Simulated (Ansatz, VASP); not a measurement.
AlP in VASP and in Ansatz

Contents of INCAR:

```
PREC = Accurate
ENCUT = 600
EDIFF = 1E-6
ISMEAR = 0
SIGMA = 0.02
LREAL = F
LASPH = T
NELM = 80
ALGO = Fast
ISIF = 3
LWAVE = F
LCHARG = F
GGA = PE
IBRION = 2
NSW = 100
EDIFFG = -0.005
```

Contents of KPOINTS:

```
Automatic mesh
0
Gamma
  8 8 8
```

POSCAR

```
AlP
1.0
    0.0000000000      2.7255000000      2.7255000000
    2.7255000000      0.0000000000      2.7255000000
    2.7255000000      2.7255000000      0.0000000000
Al P
1 1
Direct
    0.0000000000      0.0000000000      0.0000000000
    0.2500000000      0.2500000000      0.2500000000
```

Input for Ansatz:

```yaml
crystal:
  lattice:
    - [0.0, 2.7255, 2.7255]
    - [2.7255, 0.0, 2.7255]
    - [2.7255, 2.7255, 0.0]
  atoms:
    - { symbol: Al, position: [0.0, 0.0, 0.0] }
    - { symbol: P, position: [0.25, 0.25, 0.25] }
basis:
  ecutwfc: 420
kpoints:
  mp_grid: { grid: [8, 8, 8] }
hamiltonian:
  xc: pbe
scf:
  occupations: { method: gaussian, width: 0.02 }
output:
  forces: true
  stress: true
  eigenvalues: true
relax:
  adjacent_minimum: "off"
  f_tol: 0.005
  max_steps: 80
  cell: { stress_tol: 0.05 }
```

Alike in both runs: task relaxation of cell and atoms; functional PBE; k mesh 8 × 8 × 8; occupations gaussian, width 0.02 eV; no spin polarisation.

```csv
,VASP,Ansatz
version,VASP 6.6.1,Ansatz 0.2.0
potentials or method,"VASP PAW PBE potentials, release 64 (Al, P)","scalar-relativistic, plane waves, PAW"
plane-wave cutoff (eV),600,420
valence electrons in the cell,8,8
```

```csv
,VASP,Ansatz,Ansatz less VASP
"gap on the k mesh at the Fermi level, each at its own relaxed structure (eV)",1.63,1.63,+0.003
relaxed volume (Å³/atom),20.86,20.87,+0.012
relaxed cell length with the largest relative difference (Å),3.893,3.894,+0.0007
energy change over the relaxation (meV/atom),-5,-5,-0.4
```

A k mesh can miss the band edges. PBE usually gives volumes a little too large and moduli too small. Zero-point motion and thermal expansion aren't in these numbers.
